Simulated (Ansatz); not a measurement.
# GaN: lattice vibrations

Aim: phonons by finite displacements on a 1×1×1 mesh of wavevectors, at three volumes, and the mode Grüneisen parameters. Runs: reference run (LAPW); volume scaled by 0.985 (LAPW); volume scaled by 1.015 (LAPW); mode Grüneisen parameters (LAPW). Companion runs by PAW are cited.

The COD entry's cell or inner coordinates are ideal or old and differ from later refinements, so a difference from it is no clean test against experiment.

Method: DFT PBEsol, all-electron LAPW, scalar-relativistic unless said, in Ansatz 0.2.0.

3 further runs of the same task are left out: 1 that didn't finish, 2 set aside as unsound or not needed.

## Step 1: The structure to begin with

The structure is hexagonal, space group P6_3mc (No. 186). Conventional cell: a = 3.183 Å, b = 3.183 Å, c = 5.185 Å, α = 90.00°, β = 90.00°, γ = 120.00°. Ga (site symmetry 3m) has 4 N at 1.95 Å as nearest neighbours. N (site symmetry 3m) has 4 Ga at 1.95 Å as nearest neighbours.

Structure file:

```cif
data_structure
_symmetry_space_group_name_H-M 'P6_3mc'
_symmetry_Int_Tables_number 186
_cell_length_a 3.1826
_cell_length_b 3.1826
_cell_length_c 5.1854
_cell_angle_alpha 90.000
_cell_angle_beta 90.000
_cell_angle_gamma 120.000
_cell_volume 45.49
loop_
_atom_site_label
_atom_site_type_symbol
_atom_site_symmetry_multiplicity
_atom_site_Wyckoff_symbol
_atom_site_fract_x
_atom_site_fract_y
_atom_site_fract_z
_atom_site_occupancy
Ga1 Ga 2 b 0.33333 0.66667 0.99919 1
N1 N 2 b 0.33333 0.66667 0.37581 1
```

Cartesian axes are those of the input's lattice vectors. The structure goes back to a database entry.

## Step 2: Reference run, LAPW

Contents of input.yaml:

```yaml
crystal:
  lattice:
    - [3.18257459283, 0.0, 0.0]
    - [-1.59128729641, 2.75619044683, 0.0]
    - [0.0, 0.0, 5.1854102058]
  atoms:
    - { symbol: Ga, position: [0.333333333333, 0.666666666667, -0.000806155842] }
    - { symbol: Ga, position: [0.666666666667, 0.333333333333, 0.499193844158] }
    - { symbol: "N", position: [0.333333333333, 0.666666666667, 0.375806155842] }
    - { symbol: "N", position: [0.666666666667, 0.333333333333, 0.875806155842] }
kpoints:
  mp_grid: { grid: [6, 6, 4] }
scf:
  occupations: { method: fixed }
hamiltonian:
  xc: pbesol
  pseudopotentials: { kind: all_electron, lapw: { basis_error: 0.001 } }
phonons:
  supercell: [1, 1, 1]
```

Launch:

```sh
$ ansatz run input.yaml --threads 1 --pin off --max-ram 3072MiB --backend cpu --events-out ev --progress --plain --runs-dir out
```

## Step 3: Volume scaled by 0.985, LAPW

Contents of input.yaml:

```yaml
crystal:
  lattice:
    - [3.16658148576, 0.0, 0.0]
    - [-1.58329074288, 2.74234000982, 0.0]
    - [0.0, 0.0, 5.1593524283]
  atoms:
    - { symbol: Ga, position: [0.333333333333, 0.666666666667, -0.00078286545] }
    - { symbol: Ga, position: [0.666666666667, 0.333333333333, 0.49921713455] }
    - { symbol: "N", position: [0.333333333333, 0.666666666667, 0.37578286545] }
    - { symbol: "N", position: [0.666666666667, 0.333333333333, 0.87578286545] }
kpoints:
  mp_grid: { grid: [6, 6, 4] }
scf:
  occupations: { method: fixed }
hamiltonian:
  xc: pbesol
  pseudopotentials: { kind: all_electron, lapw: { basis_error: 0.001 } }
phonons:
  supercell: [1, 1, 1]
```

## Step 4: Volume scaled by 1.015, LAPW

Contents of input.yaml:

```yaml
crystal:
  lattice:
    - [3.1984085579, 0.0, 0.0]
    - [-1.59920427895, 2.76990306283, 0.0]
    - [0.0, 0.0, 5.21120869118]
  atoms:
    - { symbol: Ga, position: [0.333333333333, 0.666666666667, -0.000831563955] }
    - { symbol: Ga, position: [0.666666666667, 0.333333333333, 0.499168436045] }
    - { symbol: "N", position: [0.333333333333, 0.666666666667, 0.375831563955] }
    - { symbol: "N", position: [0.666666666667, 0.333333333333, 0.875831563955] }
kpoints:
  mp_grid: { grid: [6, 6, 4] }
scf:
  occupations: { method: fixed }
hamiltonian:
  xc: pbesol
  pseudopotentials: { kind: all_electron, lapw: { basis_error: 0.001 } }
phonons:
  supercell: [1, 1, 1]
```

(Steps that only read results are left out.)

Before running it: what results should come out? Wanted: highest mode on the mesh, without the LO shift; optical modes at Γ.

The runs gave:

| quantity | value |
| --- | --- |
| highest mode on the mesh, without the LO shift (LAPW) | 678 cm⁻¹ |
| optical modes at Γ | 137 (E2), 327 (B1), 522 (A1), 545 (E1), 553 (E2), 678 (B1) cm⁻¹ |
| mean Grüneisen parameter at 300 K (LAPW) | 0.86 |

**Reading.** No mode at Γ is unstable, and no other wavevector was sampled; the highest lies at 678 cm⁻¹ by LAPW. Weighted by heat capacity at 300 K the mean Grüneisen parameter of the sampled modes is 0.86; optical modes at Γ alone don't fix the expansion. Some modes have negative γ and soften under compression. PAW differs from LAPW by at most 0.3 cm⁻¹. Each set of modes is computed in the harmonic approximation. Cautions: zone-boundary modes aren't tested.
